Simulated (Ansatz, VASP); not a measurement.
Given: the input of a run of Ansatz 0.2.0 on Sb2Pt (Geversite). 

input.yaml

```yaml
crystal:
  lattice:
    - [6.4423, 0.0, 0.0]
    - [0.0, 6.4423, 0.0]
    - [0.0, 0.0, 6.4423]
  atoms:
    - { symbol: Pt, position: [0.0, 0.5, 0.5] }
    - { symbol: Pt, position: [0.5, 0.5, 0.0] }
    - { symbol: Pt, position: [0.5, 0.0, 0.5] }
    - { symbol: Pt, position: [0.0, 0.0, 0.0] }
    - { symbol: Sb, position: [0.3753, 0.1247, 0.8753] }
    - { symbol: Sb, position: [0.1247, 0.8753, 0.3753] }
    - { symbol: Sb, position: [0.8753, 0.3753, 0.1247] }
    - { symbol: Sb, position: [0.6247, 0.6247, 0.6247] }
    - { symbol: Sb, position: [0.6247, 0.8753, 0.1247] }
    - { symbol: Sb, position: [0.8753, 0.1247, 0.6247] }
    - { symbol: Sb, position: [0.1247, 0.6247, 0.8753] }
    - { symbol: Sb, position: [0.3753, 0.3753, 0.3753] }
hamiltonian:
  xc: pbesol
  pseudopotentials: { kind: paw }
kpoints:
  mp_grid: { grid: [4, 4, 4] }
scf:
  occupations: { method: fermi_dirac, width: 0.05 }
output:
  forces: true
  stress: true
  eigenvalues: true
  write_density: true
  write_potential: true
  elf: true
  volumetric_format: npy
relax:
  f_tol: 0.01
  max_steps: 40
  cell: { stress_tol: 0.05 }
```

Potentials or basis: Ansatz PAW.

Run with:

```sh
$ ansatz run input.yaml --threads 4 --pin off --max-ram 11264MiB --backend cpu --events-out ev --progress --plain --runs-dir out
```

Q: Translate it to VASP 6.6.1. Potentials or basis there: PBE PAW files Pt, Sb, 600 eV.

A: As run (cutoffs and basis follow the program's own potentials, and thresholds, step limits or extra output files can differ):

INCAR

```
PREC = Accurate
ENCUT = 600
EDIFF = 1E-6
ISMEAR = -1
SIGMA = 0.05
LREAL = False
LASPH = True
NELM = 100
ALGO = Fast
ISIF = 3
LWAVE = False
LCHARG = False
GGA = PS
IBRION = 2
NSW = 40
EDIFFG = -0.01
KPAR = 4
```

The input KPOINTS:

```
Automatic mesh
0
Gamma
  4 4 4
```

Contents of POSCAR:

```
Sb2Pt
1.0
    6.4423000000      0.0000000000      0.0000000000
    0.0000000000      6.4423000000      0.0000000000
    0.0000000000      0.0000000000      6.4423000000
Pt Sb
4 8
Direct
    0.0000000000      0.5000000000      0.5000000000
    0.5000000000      0.5000000000      0.0000000000
    0.5000000000      0.0000000000      0.5000000000
    0.0000000000      0.0000000000      0.0000000000
    0.3753000000      0.1247000000      0.8753000000
    0.1247000000      0.8753000000      0.3753000000
    0.8753000000      0.3753000000      0.1247000000
    0.6247000000      0.6247000000      0.6247000000
    0.6247000000      0.8753000000      0.1247000000
    0.8753000000      0.1247000000      0.6247000000
    0.1247000000      0.6247000000      0.8753000000
    0.3753000000      0.3753000000      0.3753000000
```

Potentials or basis: VASP PAW PBE potentials, release 64 (Pt, Sb).

Command:

```sh
$ cat potpaw_PBE.64/Pt/POTCAR potpaw_PBE.64/Sb/POTCAR > POTCAR
$ mpirun -np 4 vasp_std > vasp.out
```

Both were run:

|  | Ansatz | VASP |
| --- | --- | --- |
| Relaxed volume | 22.53 Å³/atom | 22.50 Å³/atom |
| Relaxed cell | a = 6.466 Å, b = 6.466 Å, c = 6.466 Å, α = 90.00°, β = 90.00°, γ = 90.00° | a = 6.463 Å, b = 6.463 Å, c = 6.463 Å, α = 90.00°, β = 90.00°, γ = 90.00° |
| Space group after relaxing | Pa-3 (No. 205) | Pa-3 (No. 205) |
| Pressure after relaxing | 0.0 GPa | 0.0 GPa |

Ansatz's pressure holds a Pulay term of +0.06 GPa for its cutoff of 420 eV, which the other run lacks.

The potentials hold 192 and 80 valence electrons a cell.

Ansatz's potentials were made for PBE. VASP's potentials were made for PBE.

Where Ansatz's input types no cutoff or centring, it takes its own default and a Γ-centred mesh.

Pressure is positive in compression.
